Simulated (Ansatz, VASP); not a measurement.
Al: VASP beside Ansatz

INCAR

```
SYSTEM = Al
PREC = Accurate ; ENCUT = 520
EDIFF = 1E-6 ; ISMEAR = -1
SIGMA = 0.05 ; LREAL = .FALSE.
LASPH = .TRUE. ; NELM = 100
ALGO = Normal ; ISIF = 2
LWAVE = .FALSE. ; LCHARG = .FALSE.
GGA = PS ; NBANDS = 10
```

File KPOINTS:

```
Automatic mesh
0
G
  17 17 9
  0 0 0
```

Contents of POSCAR:

```
Al
1.0
    2.5248444820      0.0000000000      0.0000000000
   -1.2624222410      2.1865794620      0.0000000000
    0.0000000000      0.0000000000      4.1357817671
Al
2
Direct
    0.3333333333      0.6666666667      0.2500000000
    0.6666666667      0.3333333333      0.7500000000
```

Input for Ansatz:

```yaml
crystal:
  lattice:
    - [2.524844482, 0.0, 0.0]
    - [-1.262422241, 2.186579462, 0.0]
    - [0.0, 0.0, 4.1357817671]
  atoms:
    - { symbol: Al, position: [0.3333333333, 0.6666666667, 0.25] }
    - { symbol: Al, position: [0.6666666667, 0.3333333333, 0.75] }
kpoints:
  mp_grid: { grid: [17, 17, 9] }
scf:
  occupations: { method: fermi_dirac, width: 0.05 }
hamiltonian:
  xc: pbesol
  pseudopotentials: { kind: all_electron, lapw: { basis_error: 0.001 } }
output:
  forces: true
  stress: true
  eigenvalues: true
  populations: true
```

Change from the starting cell: volume scaled by 0.7, LAPW.

Alike in both runs: task single point; functional PBEsol; k mesh 17 × 17 × 9; occupations fermi-dirac, width 0.05 eV; no spin polarisation.

```csv
,VASP,Ansatz
version,VASP 6.6.1,Ansatz 0.2.0
potentials or method,"VASP PAW PBE potentials, release 64 (Al)","all-electron LAPW, scalar-relativistic"
plane-wave cutoff (eV),520,see its input
```

VASP gave:

```
pressure (GPa)                                  : 60.5
largest component of the traceless stress (GPa) : 0.05
```

Problem. Which values does Ansatz return?

Solution. Pressure (GPa): 59.8; largest component of the traceless stress (GPa): 0.09.

Ansatz ran all-electron here, so the differences hold the error of VASP's frozen core and of both bases.

Caveats: the cell as given lies far from equilibrium; so large a pressure means that the cell lies far from this level's equilibrium, or that cutoff or potentials fall short (VASP); the potentials were made for another functional, which shifts forces and pressure (VASP).
